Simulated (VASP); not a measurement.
# BaS (F-43m) in VASP: electric field gradients with PBE

Aim: the electric field gradients of BaS with PBE.

Program: VASP 6.6.1. These are calculated values, not measurements. Logs are shortened: lines on timing, memory, paths and dates and some standing lists are left out, and cuts for length are marked.

**1. The cell of the first run**

Symmetry: F-43m, No. 216, cubic system. The conventional cell has a = 6.890 Å, b = 6.890 Å, c = 6.890 Å, α = 90.00°, β = 90.00°, γ = 90.00°. Ba (site symmetry -43m) has 4 S at 2.98 Å as nearest neighbours. S (site symmetry -43m) is surrounded by 4 Ba at 2.98 Å.

Measurements of this composition are mostly on another form, of space group No. 225.

**2. Electric field gradients, PBE (volume scaled by 0.9405)**

The input, INCAR:

```
PREC     = Accurate       # precision mode
ENCUT    = 520            # plane-wave cutoff, eV
EDIFF    = 1E-8           # SCF threshold, eV
ISMEAR   = -1             # smearing method
SIGMA    = 0.08           # smearing width, eV
LREAL    = False          # projectors in reciprocal space
LASPH    = True           # aspherical terms in the spheres
NELM     = 100            # most SCF steps
ALGO     = Normal         # electronic algorithm
ISIF     = 2              # what is computed and relaxed
LWAVE    = False          # write WAVECAR
LCHARG   = False          # write CHGCAR
GGA      = PE             # functional
LEFG     = True         
NBANDS   = 15             # bands
```

The input, KPOINTS:

```
regular mesh
0
Gamma
  9 9 9
```

The input, POSCAR:

```
BaS
1.0
    0.0000000000      3.4449689892      3.4449689892
    3.4449689892      0.0000000000      3.4449689892
    3.4449689892      3.4449689892      0.0000000000
Ba S
1 1
Direct
    0.0000000000      0.0000000000      0.0000000000
    0.2500000000      0.2500000000      0.2500000000
```

Potentials or basis: VASP PAW PBE potentials, release 64 (Ba_sv, S).

The run is started by

```bash
$ cat potpaw_PBE.64/Ba_sv/POTCAR potpaw_PBE.64/S/POTCAR > POTCAR
$ mpirun -np 1 vasp_std > vasp.out
```

OUTCAR:

```text
PREC = Accurate
   ENCUT = 520
   EDIFF = 1E-8
   ISMEAR = -1
   LREAL = False
   LASPH = True
   NELM = 100
   ISIF = 2
   GGA = PE

 ion  position               nearest neighbor table
   1  0.000  0.000  0.000-   2 2.98   2 2.98   2 2.98   2 2.98
   2  0.250  0.250  0.250-   1 2.98   1 2.98   1 2.98   1 2.98

  LATTYP: Found a face centered cubic cell.
 ALAT       =     6.8899379784

  Lattice vectors:

 A1 = (   0.0000000000,   3.4449689892,   3.4449689892)
 A2 = (   3.4449689892,   0.0000000000,   3.4449689892)
 A3 = (   3.4449689892,   3.4449689892,   0.0000000000)

Analysis of symmetry for initial positions (statically):
=====================================================================
 Subroutine PRICEL returns:
 Original cell was already a primitive cell.

 Routine SETGRP: Setting up the symmetry group for a
 face centered cubic supercell.

 Subroutine GETGRP returns: Found 24 space group operations
 (whereof 24 operations were pure point group operations)
 out of a pool of 48 trial point group operations.

The static configuration has the point symmetry T_d .

Analysis of symmetry for dynamics (positions and initial velocities):
=====================================================================
 Subroutine PRICEL returns:
 Original cell was already a primitive cell.

 Routine SETGRP: Setting up the symmetry group for a
 face centered cubic supercell.

 Subroutine GETGRP returns: Found 24 space group operations
 (whereof 24 operations were pure point group operations)
 out of a pool of 48 trial point group operations.

The dynamic configuration has the point symmetry T_d .

 Subroutine INISYM returns: Found 24 space group operations
 (whereof 24 operations are pure point group operations),
 and found     1 'primitive' translations

----------------------------------------------------------------------------------------

                                     Primitive cell

  volume of cell :      81.7685

  direct lattice vectors                    reciprocal lattice vectors
     0.000000000  3.444968989  3.444968989    -0.145139187  0.145139187  0.145139187
     3.444968989  0.000000000  3.444968989     0.145139187 -0.145139187  0.145139187
     3.444968989  3.444968989  0.000000000     0.145139187  0.145139187 -0.145139187

  length of vectors
     4.871921866  4.871921866  4.871921866     0.251388447  0.251388447  0.251388447

  position of ions in fractional coordinates (direct lattice)
     0.000000000  0.000000000  0.000000000
     0.250000000  0.250000000  0.250000000

  ion indices of the primitive-cell ions
   primitive index   ion index
                 1           1
                 2           2

----------------------------------------------------------------------------------------

 KPOINTS: regular mesh

Automatic generation of k-mesh.
 Grid dimensions read from file:
 generate k-points for:    9    9    9

 Generating k-lattice:

  Cartesian coordinates                     Fractional coordinates (reciprocal lattice)
    -0.016126576  0.016126576  0.016126576     0.111111111  0.000000000  0.000000000
     0.016126576 -0.016126576  0.016126576     0.000000000  0.111111111  0.000000000
     0.016126576  0.016126576 -0.016126576     0.000000000  0.000000000  0.111111111

  Length of vectors
     0.027932050  0.027932050  0.027932050

  Shift w.r.t. Gamma in fractional coordinates (k-lattice)
     0.000000000  0.000000000  0.000000000

 Subroutine IBZKPT returns following result:
 ===========================================

 Found     35 irreducible k-points:

 Following reciprocal coordinates:
            Coordinates               Weight
  0.000000  0.000000  0.000000      1.000000
  0.111111  0.000000  0.000000      8.000000
  0.222222  0.000000  0.000000      8.000000
  0.333333  0.000000  0.000000      8.000000
  0.444444  0.000000  0.000000      8.000000
  0.111111  0.111111  0.000000      6.000000
[... 16 lines left out ...]
 -0.333333  0.333333  0.000000     12.000000
  0.444444  0.444444  0.000000      6.000000
 [... further k-points ...]
   k-points           NKPTS =     35   k-points in BZ     NKDIM =     35   number of bands    NBANDS=     15
   number of dos      NEDOS =    301   number of ions     NIONS =      2
   total plane-waves  NPLWV =  46656
   dimension x,y,z NGX =    36 NGY =   36 NGZ =   36
   dimension x,y,z NGXF=    72 NGYF=   72 NGZF=   72
   ions per type =               1   1
   NGX,Y,Z   is equivalent  to a cutoff of  12.28, 12.28, 12.28 a.u.
   NGXF,Y,Z  is equivalent  to a cutoff of  24.57, 24.57, 24.57 a.u.
 SYSTEM =  unknown system
   PREC   = accura    normal or accurate (medium, high low for compatibility)
   ISTART =      0    job   : 0-new  1-cont  2-samecut
   ICHARG =      2    charge: 1-file 2-atom 10-const
   ISPIN  =      1    spin polarized calculation?
   LNONCOLLINEAR =      F non collinear calculations
   LSORBIT =      F    spin-orbit coupling
   LASPH  =      T    aspherical Exc in radial PAW
   ENCUT  =  520.0 eV  38.22 Ry    6.18 a.u.   9.06  9.06  9.06*2*pi/ulx,y,z
   NELM   =    100;   NELMIN=  2; NELMDL= -5     # of ELM steps
   EDIFF  = 0.1E-07   stopping-criterion for ELM
   LREAL  =      F    real-space projection
   EDIFFG = 0.1E-06   stopping-criterion for IOM
   NSW    =      0    number of steps for IOM
   IBRION =     -1    ionic relax: 0-MD 1-quasi-New 2-CG
   NFREE  =      0    steps in history (QN), initial steepest desc. (CG)
   ISIF   =      2    stress and relaxation
   ISYM   =      2    0-nonsym 1-usesym 2-fastsym
   POTIM  = 0.5000    time-step for ionic-motion
   TEBEG  =    0.0;   TEEND  =   0.0 temperature during run
   PSTRESS=    0.0 pullay stress
   NELECT =      16.0000    total number of electrons
   NUPDOWN=      -1.0000    fix difference up-down
   EMIN   =  10.00;   EMAX   =-10.00  energy-range for DOS
   EFERMI =   0.00;   METHOD = LEGACY
   ISMEAR =    -1;   SIGMA  =   0.08  broadening in eV -4-tet -1-fermi 0-gaus
   EFERMI_NEDOS =   21; number of points for ismear=-14 and -15
   IALGO  =     38    algorithm
   IMIX   =      4    mixing-type and parameters
     AMIX     =   0.40;   BMIX     =  1.00
     AMIX_MAG =   1.60;   BMIX_MAG =  1.00
  volume/ion in A,a.u.               =      40.88       275.90
  Fermi-wavevector in a.u.,A,eV,Ry     =   0.950429  1.796050 12.290341  0.903315
  Thomas-Fermi vector in A             =   2.078805
   LORBIT       =      0    0 simple, 1 ext, 2 COOP (PROOUT), +10 PAW based schemes
   GGA     = PE    functional components
   LHFCALC =     F    Hartree Fock is set to
   AEXX    =    0.0000 exact exchange contribution
   IVDW    =     0    specifies the selected vdW correction
   LEPSILON=     F    determine dielectric tensor
   LRPA    =     F    only Hartree local field effects (RPA)
 non-spin polarized calculation
  energy-cutoff  :      520.00
  volume of cell :       81.77
 maximum number of plane-waves:      2229
   NGX = 19   NGY = 19   NGZ = 19

 number of electron      15.9999999 magnetization

 Free energy of the ion-electron system (eV)
  ---------------------------------------------------
  ext. energy  EPLUGINS =         0.00000000
  ---------------------------------------------------
  free energy    TOTEN  =        -9.68627981 eV

  energy without entropy =       -9.68627981  energy(sigma->0) =       -9.68627981

 E-fermi :   1.6957     XC(G=0):  -7.4156

 val. band max:        0.0649581457   @ k =  -0.3333   0.4444   0.2222
 cond. band min:       2.9536011236   @ k =   0.0000   0.0000   0.0000
 fundamental gap:      2.8886429779
 Fermi energy:         1.6956990509

 k-point     1 :       0.0000    0.0000    0.0000
  band No.  band energies     occupation
      1     -25.8187      2.00000
      2     -11.0162      2.00000
      3     -11.0162      2.00000
      4     -11.0162      2.00000
      5      -9.9143      2.00000
      6      -0.7026      2.00000
      7      -0.7026      2.00000
      8      -0.7026      2.00000
      9       2.9536      0.00000
     10       5.2206      0.00000
     11       5.2206      0.00000
     12       7.2904      0.00000
     13       7.2904      0.00000
     14       7.2904      0.00000
     15      10.4779      0.00000

 k-point     2 :       0.1111    0.0000    0.0000
  band No.  band energies     occupation
      1     -25.8163      2.00000
      2     -11.1686      2.00000
      3     -11.0222      2.00000
      4     -11.0222      2.00000
      5      -9.7593      2.00000
      6      -0.7386      2.00000
      7      -0.6647      2.00000
      8      -0.6647      2.00000
      9       3.2437      0.00000
     10       5.1025      0.00000
     11       5.1025      0.00000
     12       7.1250      0.00000
     13       7.5411      0.00000
     14       7.5411      0.00000
     15       9.6331      0.00000

 k-point     3 :       0.2222    0.0000    0.0000
  band No.  band energies     occupation
      1     -25.8102      2.00000
      2     -11.4503      2.00000
      3     -11.0374      2.00000
      4     -11.0374      2.00000
      5      -9.4750      2.00000
      6      -0.7583      2.00000
      7      -0.5720      2.00000
      8      -0.5720      2.00000
      9       3.9092      0.00000
     10       4.9766      0.00000
     11       4.9766      0.00000
     12       6.8365      0.00000
     13       7.8038      0.00000
     14       7.8038      0.00000
     15       8.3081      0.00000
[... 343 lines left out ...]
 k-point    23 :      -0.3333    0.3333    0.0000
  band No.  band energies     occupation
      1     -25.7927      2.00000
      2     -11.8792      2.00000
      3     -11.2095      2.00000
      4     -11.1018      2.00000
      5      -8.8925      2.00000
      6      -0.6804      2.00000
      7      -0.2347      2.00000
      8      -0.1588      2.00000
      9       3.6207      0.00000
     10       5.0090      0.00000
     11       5.1935      0.00000
     12       7.3106      0.00000
     13       7.5622      0.00000
     14       8.1160      0.00000
     15       9.0759      0.00000

 k-point    24 :       0.4444    0.4444    0.0000
  band No.  band energies     occupation
      1     -25.7919      2.00000
      2     -11.9233      2.00000
      3     -11.1385      2.00000
      4     -11.1385      2.00000
      5      -8.8875      2.00000
      6      -1.1143      2.00000
      7       0.0625      2.00000
      8       0.0625      2.00000
      9       3.5483      0.00000
     10       4.8424      0.00000
     11       6.5818      0.00000
     12       6.6264      0.00000
     13       6.6264      0.00000
     14       8.3293      0.00000
     15      10.0102      0.00000

 [... further k-points ...]

------------------------ aborting loop because EDIFF is reached ----------------------------------------

  FORCE on cell =-STRESS in cart. coord.  units (eV):
  Direction    XX          YY          ZZ          XY          YZ          ZX
  --------------------------------------------------------------------------------------
  -------------------------------------------------------------------------------------
  Total        1.2770609      1.2770609      1.2770609      0.0000000     -0.0000000     -0.0000000
  in kB       25.0228187     25.0228187     25.0228187      0.0000000     -0.0000000     -0.0000000
  external PRESSURE =      25.0228187 kB  Pullay stress =       0.0000000 kB

 VOLUME and BASIS-vectors are now :
 -----------------------------------------------------------------------------
  energy-cutoff  :      520.00
  volume of cell :       81.77
      direct lattice vectors                 reciprocal lattice vectors
     0.000000000  3.444968989  3.444968989    -0.145139187  0.145139187  0.145139187
     3.444968989  0.000000000  3.444968989     0.145139187 -0.145139187  0.145139187
     3.444968989  3.444968989  0.000000000     0.145139187  0.145139187 -0.145139187

 POSITION                                       TOTAL-FORCE (eV/Angst)
 -----------------------------------------------------------------------------------
      0.00000      0.00000      0.00000        -0.000000     -0.000000     -0.000000
      1.72248      1.72248      1.72248         0.000000      0.000000      0.000000
 -----------------------------------------------------------------------------------
    total drift:                               -0.000000     -0.000000     -0.000000

  FREE ENERGIE OF THE ION-ELECTRON SYSTEM (eV)
  ---------------------------------------------------
  free  energy   TOTEN  =        -9.6862798080 eV

  energy  without entropy=       -9.6862798061  energy(sigma->0) =       -9.68627981

 Electric field gradients (V/A^2)
---------------------------------------------------------------------
 ion       V_xx      V_yy      V_zz      V_xy      V_xz      V_yz
---------------------------------------------------------------------
   1       0.000    -0.000    -0.000     0.000     0.000     0.000
   2      -0.000     0.000     0.000    -0.000    -0.000    -0.000
---------------------------------------------------------------------

 Electric field gradients after diagonalization (V/A^2)
 (convention: |V_zz| > |V_xx| > |V_yy|)
----------------------------------------------------------------------
 ion       V_xx      V_yy      V_zz     asymmetry (V_yy - V_xx)/ V_zz
----------------------------------------------------------------------
   1      -0.000    -0.000     0.000       0.000
   2       0.000     0.000    -0.001       0.000
----------------------------------------------------------------------

           NMR quadrupolar parameters

 Cq : quadrupolar parameter    Cq=e*Q*V_zz/h
 eta: asymmetry parameters     (V_yy - V_xx)/ V_zz
 Q  : nuclear electric quadrupole moment in mb (millibarn)
----------------------------------------------------------------------
 ion       Cq(MHz)       eta       Q (mb)
----------------------------------------------------------------------
   1       0.000       0.000       1.000
   2      -0.000       0.000       1.000
----------------------------------------------------------------------
```

Run time: 58 s. Hardware: 1 thread of AMD EPYC 7R13 (Zen 3), shared host; peak memory 0.19 GiB.

What came out:

```
Free energy            : -9.6863 eV
Pressure               : 2.5 GPa
Band gap on the k mesh : 2.89 eV, indirect (least direct gap 3.46 eV)
```

Levels at points of the mesh, in eV from the valence-band top:
| k point | band 6 | band 7 | band 8 | band 9 | band 10 | band 11 |
| --- | --- | --- | --- | --- | --- | --- |
| (0.00, 0.00, 0.00) | -0.77 | -0.77 | -0.77 | 2.89 | 5.16 | 5.16 |

Electric field gradients, principal values (V/Å²):
| atom | Vxx | Vyy | Vzz |
| --- | --- | --- | --- |
| 1 Ba | 0.000 | 0.000 | 0.000 |
| 2 S | 0.000 | 0.000 | -0.001 |

Caveat: spin-orbit coupling is left out, which moves the levels of the heavy elements; an odd mesh through Γ misses points on the zone boundary, where band edges often lie.
